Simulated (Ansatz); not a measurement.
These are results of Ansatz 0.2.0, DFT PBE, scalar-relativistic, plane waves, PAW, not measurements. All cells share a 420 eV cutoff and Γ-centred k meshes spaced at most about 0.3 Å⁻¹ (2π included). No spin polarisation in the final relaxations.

These are static total energies at zero pressure. All come from trial cells, and lower structures may exist.

**Question.** Which of these relaxed structures of SrO is the lowest in energy?
A.

```
Sr O
1.0
     0.00000    2.80681    2.80681
     2.80681    0.00000    2.80681
     2.80681    2.80681    0.00000
Sr O
1 1
Direct
  0.50000 0.50000 0.50000
  0.75000 0.75000 0.75000
```

B.

```
Sr O
1.0
     1.79634    1.03712    6.25041
    -1.79634    1.03712    6.25041
     0.00000   -2.07424    6.25041
Sr O
2 2
Direct
  0.87553 0.87553 0.87553
  0.04471 0.04471 0.04471
  0.45952 0.45952 0.45952
  0.62838 0.62838 0.62838
```

C.

```
Sr O
1.0
     3.64094    0.00000    0.00000
     0.00000    3.64094    0.00000
     0.00000    0.00000    6.58519
Sr O
2 2
Cartesian
  1.8205 1.8205 1.6463
  1.8205 1.8205 4.9389
  0.0000 1.8205 0.0000
  1.8205 0.0000 3.2926
```

**Answer.** B. It has space group R3m (No. 160); the next, A, with the zinc blende type, space group F-43m (No. 216), lies 30 meV/atom higher. Counting O atoms around Sr (those within 1.25 times the shortest such distance or 1.15 times the sum of covalent radii), the lowest has Sr 6 and the next has Sr 4.

Cells relaxed within their symmetry can be saddle points. The R3m cell of SrO came from shaking the P4_2/mmc one. The part of the Crystallography Open Database at hand lists SrO in space group No. 225, which no cell shown has. Some candidate types were left out of the draw beforehand, so a known form may be missing.
